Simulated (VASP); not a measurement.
Here is a VASP 6.6.1 calculation.

POSCAR

```
GaSb
1.0
    0.0000000000      3.0590005565      3.0590005565
    3.0590005565      0.0000000000      3.0590005565
    3.0590005565      3.0590005565      0.0000000000
Ga Sb
1 1
Direct
    0.0000000000      0.0000000000      0.0000000000
    0.7500000000      0.7500000000      0.7500000000
```

Contents of INCAR.step1:

```
PREC = Accurate
ENCUT = 520
EDIFF = 1E-5
ISMEAR = 0
SIGMA = 0.05
LREAL = F
LASPH = T
NELM = 80
ALGO = Normal
ISIF = 2
LWAVE = T
GGA = PE
NBANDS = 16
```

INCAR.step2

```
PREC = Accurate
ENCUT = 520
EDIFF = 1E-6
ISMEAR = 0
SIGMA = 0.05
LREAL = F
LASPH = T
NELM = 80
ALGO = Normal
ISIF = 2
LWAVE = F
LCHARG = T
METAGGA = R2SCAN
LHFCALC = T
AEXX = 0.15
LMIXTAU = T
PRECFOCK = Normal
LELF = T
LVHAR = T
ISTART = 1
NBANDS = 16
```

KPOINTS

```
Automatic mesh
0
Gamma
  6 6 6
```

Potentials or basis: VASP PAW PBE potentials, release 64 (Ga_d, Sb).

Launch:

```console
$ cat potpaw_PBE.64/Ga_d/POTCAR potpaw_PBE.64/Sb/POTCAR > POTCAR
$ cp INCAR.step1 INCAR
$ mpirun -np 1 vasp_std > vasp.out
$ cp INCAR.step2 INCAR
$ mpirun -np 1 vasp_std > vasp.out
```

Task: What does it give for the pressure?

Result: -0.5 GPa.

Task: Predict the band gap on the k mesh.

Result: 1.15 eV.

Caveat: the PAW data sets were made with another functional, which shifts forces and pressure a little; spin-orbit coupling is left out, which moves the levels of the heavy elements.

**The experiment to reproduce.**

From a printed reference work, data compilation, for a bulk crystal of GaSb at 4.2 K: band gap 0.811 eV (direct).

Measured gap of GaSb: 0.811 eV (direct; 4.2 K; a printed reference work, data compilation). This calculation gives 1.15 eV (+0.34 eV). Spin-orbit coupling on Ga, Sb is left out. The value is that of r2SCAN-based global hybrid with 15 % exact exchange on a finite k mesh, which can miss the band edges, without temperature or zero-point motion.
